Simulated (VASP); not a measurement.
Li2S:

```
Li S
1.0
     0.00000    2.83517    2.83517
     2.83517    0.00000    2.83517
     2.83517    2.83517    0.00000
Li S
2 1
Direct
  0.75000 0.75000 0.75000
  0.25000 0.25000 0.25000
  0.00000 0.00000 0.00000
```

The cell comes from a database or a generator and needn't be the stable form of this composition.

```yaml
Program: VASP 6.6.1
Task: relaxation of cell and atoms
Functional: RPBE
Potentials_or_basis: VASP PAW PBE potentials, release 64 (Li_sv, S)
Cutoff: 600 eV
k_mesh: 8 × 8 × 8
Occupations: gaussian, width 0.02 eV
Spin: no spin polarisation
```

At the start: pressure 2.2 GPa; volume 15.19 Å³/atom.

**Question.** Where does the relaxation end?

**Answer.** Over 3 steps the energy falls by 5.5 meV/atom and the volume is 16.03 Å³/atom (+5.5 %); space group Fm-3m (No. 225, to 0.05 Å).

Step by step:
| step | energy change (eV) | largest force (eV/Å) | pressure (GPa) | volume (Å³) |
| --- | --- | --- | --- | --- |
| 1 | 0.0000 | 0.0000 | 2.22 | 45.58 |
| 2 | -0.0135 | 0.0000 | 0.89 | 46.98 |
| 3 | -0.0164 | 0.0000 | -0.03 | 48.10 |

Final structure:
```cif
data_structure
_symmetry_space_group_name_H-M 'P 1'
_symmetry_Int_Tables_number 1
_cell_length_a 4.0820
_cell_length_b 4.0820
_cell_length_c 4.0820
_cell_angle_alpha 60.000
_cell_angle_beta 60.000
_cell_angle_gamma 60.000
_cell_volume 48.10
loop_
_atom_site_label
_atom_site_type_symbol
_atom_site_fract_x
_atom_site_fract_y
_atom_site_fract_z
_atom_site_occupancy
Li1 Li 0.75000 0.75000 0.75000 1
Li2 Li 0.25000 0.25000 0.25000 1
S1 S 0.00000 0.00000 0.00000 1
```

Caveat: the cutoff is under 1.25 times the usual one of these potentials, so pressure, stress and relaxed cells hold a basis-set (Pulay) error; the PAW data sets were made with another functional, which shifts forces and pressure a little.
